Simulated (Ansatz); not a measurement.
TiO$_{2}$ (I4_1/amd) under several functionals

**The experiment to reproduce.**

A printed reference work, textbook reports, for a bulk crystal of TiO2: lattice constant a 3.7842 Å; lattice constant c 9.5146 Å.

Plane-wave DFT in Ansatz with scalar-relativistic PAW potentials. The same structure was relaxed (cell and atoms, symmetry kept) in separate runs at each level, and needn't be the element's or compound's ground state; U_eff on d shells: Ti 4 eV. No spin polarisation.

| level | cutoff (eV) | k mesh | V (Å³/atom) | a (Å) | c (Å) | gap (eV) |
| --- | --- | --- | --- | --- | --- | --- |
| r2SCAN | 500 | 8×8×8 | 11.398 | 3.778 | 9.583 | 2.57 |
| r2SCAN+U | 500 | 8×8×8 | 11.606 | 3.797 | 9.662 | 3.13 |
| PBE+U | 420 | 8×8×8 | 11.874 | 3.818 | 9.775 | 2.65 |

Task: Where does PBE (420 eV, k mesh 10×10×10) fall?

Result: V (Å³/atom) 11.665, a (Å) 3.799, c (Å) 9.698, gap (eV) 2.14. Its volume is between those of r2SCAN+U and PBE+U. The Hubbard U changes PBE's volume by 1.8 %; as a rule localising d electrons weakens their share of the bonding and swells the cell. r2SCAN lies 2.3 % under PBE in volume. Each gap belongs to its own cell, so it mixes the functional's effect with that of the volume; gaps are the least found on the k mesh or on a band path.

For PBE: Measured lattice constant a of TiO2: 3.7842 Å (a printed reference work, textbook). This calculation gives 3.799 Å (+0.4 %). Measured lattice constant c of TiO2: 9.5146 Å (a printed reference work, textbook). This calculation gives 9.698 Å (+1.9 %). The calculations are for 0 K without zero-point motion.